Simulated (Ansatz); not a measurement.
Convergence of Al2Ru with the k-point mesh

Computed with Ansatz 0.2.0, DFT PBEsol, scalar-relativistic, plane waves, PAW.

```yaml
crystal:
  lattice:
    - [-1.58076, 1.59698, 4.25582]
    - [1.54638, -1.54672, 4.22454]
    - [1.56145, 1.52740, -4.23725]
  atoms:
    - { symbol: Al, position: [0.63676, 0.68697, 0.01611] }
    - { symbol: Al, position: [0.31209, 0.36472, 0.02644] }
    - { symbol: Ru, position: [0.00039, 0.99381, 0.02013] }
```

```
plane-wave cutoff : 420 eV
occupation rule   : Gaussian smearing, 0.1 eV
spin treatment    : unpolarised
```

The atoms are held and the k-point mesh is swept. Energies are extrapolated to zero smearing and count from the reference run, 10×10×12. The cell was strained and its atoms displaced at random, so that forces don't vanish. The meshes are Γ-centred. Pressure is positive in compression.

Times are rough; the reference took 14 s on 1 thread of Intel(R) Xeon(R) 6975P-C (Granite Rapids), on a shared host, peak memory 0.71 GiB.

Q: Tried: 1×1×1, 2×2×4, 4×4×4, 4×4×6, 6×6×8, 10×10×12. From which k-point mesh on does the energy per atom stay within 100, 10 and 1 meV of the reference?

A: 2×2×4 for 100 meV, 4×4×6 for 10 meV, 6×6×8 for 1 meV. The reference itself isn't shown to be converged. At 4×4×6, where the energy is within 10 meV, force components still miss by up to 0.027 eV/Å, where the largest force is 1.062 eV/Å.

```tsv
mesh	ΔE (meV/atom)	P (GPa)	largest change of a force component (eV/Å)	irreducible points	wall time (s)
1×1×1	583	7.61	3.222	1	0.42
2×2×4	13.9	-0.53	0.080	12	0.6
4×4×4	20.5	-0.49	0.089	36	1.2
4×4×6	4.40	-0.45	0.027	52	1.6
6×6×8	0.52	-0.51	0.001	148	4.4
10×10×12	0.00	-0.51	0.000	604	14
```